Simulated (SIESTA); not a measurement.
## W in SIESTA: convergence with basis size

Input of the first run (basis size SZ); the others differ in this setting and in those tied to it:

The input W.fdf:

```
SystemName                      W
SystemLabel                     W
NumberOfSpecies                 1
NumberOfAtoms                   1
%block ChemicalSpeciesLabel
  1  74 W
%endblock ChemicalSpeciesLabel

LatticeConstant                 1.0 Ang
%block LatticeVectors
     0.0119230000     2.0082280000     2.0318620000
     2.0297100000     0.0110640000     2.0327210000
     2.0541460000     2.0335240000    -0.0133730000
%endblock LatticeVectors
AtomicCoordinatesFormat         Fractional
%block AtomicCoordinatesAndAtomicSpecies
    -0.0067530000    -0.0087400000     0.0141000000  1  W
%endblock AtomicCoordinatesAndAtomicSpecies

%block kgrid.MonkhorstPack
    8   0   0  0.0
    0   8   0  0.0
    0   0   8  0.0
%endblock kgrid.MonkhorstPack
XC.Functional                   LDA
XC.Authors                      PW92
PAO.BasisSize                   SZ
PAO.EnergyShift                 0.003 Ry
Mesh.Cutoff                     800 Ry
OccupationFunction              FD
ElectronicTemperature           0.05 eV
MaxSCFIterations                120
SCF.MustConverge                false
SCF.Mixer.Method                Pulay
SCF.Mixer.Weight                0.25
SCF.Mixer.History               8
SCF.DM.Tolerance                5.0e-05
SCF.H.Tolerance                 1.0e-03 eV
WriteForces                     true
Charge.Mulliken                 end
```

Potentials or basis: PseudoDojo 0.4 standard (LDA files), SZ (energy shift 0.003 Ry).

Launch:

```sh
$ siesta < W.fdf > W.out 2>&1
```

The cell isn't the ideal one: cell strained at random at fixed volume.

This isn't the form of W at room conditions, which is bcc.

Hardware: 1 thread of AMD EPYC 9R45 96-Core Processor (Zen 5), on a shared host.

| basis size | energy less the tightest run, at zero smearing (meV/atom) | pressure (GPa) | SCF cycles | CPU time (s) | peak memory (GiB) |
| --- | --- | --- | --- | --- | --- |
| SZ | 2196.76 | -30.23 | 5 | 4.3 | 0.21 |
| SZP | 221.93 | -12.39 | 6 | 8.4 | 0.23 |
| DZ | 129.68 | -17.44 | 9 | 9.3 | 0.22 |
| DZP | 58.22 | -15.35 | 8 | 15 | 0.25 |
| DZDP | 41.09 | -15.45 | 8 | 19 | 0.26 |
| TZP | 29.99 | -15.73 | 9 | 23 | 0.26 |
| TZDP | 16.16 | -15.72 | 9 | 29 | 0.28 |
| TZTP | 0.00 | -15.03 | 9 | 38 | 0.29 |

Not settled before the last step: the energy (to 1 meV/atom), the pressure (to 0.1 GPa). The tightest run that finished is the yardstick and may itself not be fully converged.

Caveat, for the tightest run too: short orbitals over semicore shells can move pressures by several GPa; the basis of atomic orbitals isn't converged, which shifts pressures, moduli and gaps. The run has no spin-orbit coupling, so splittings on W are missing.
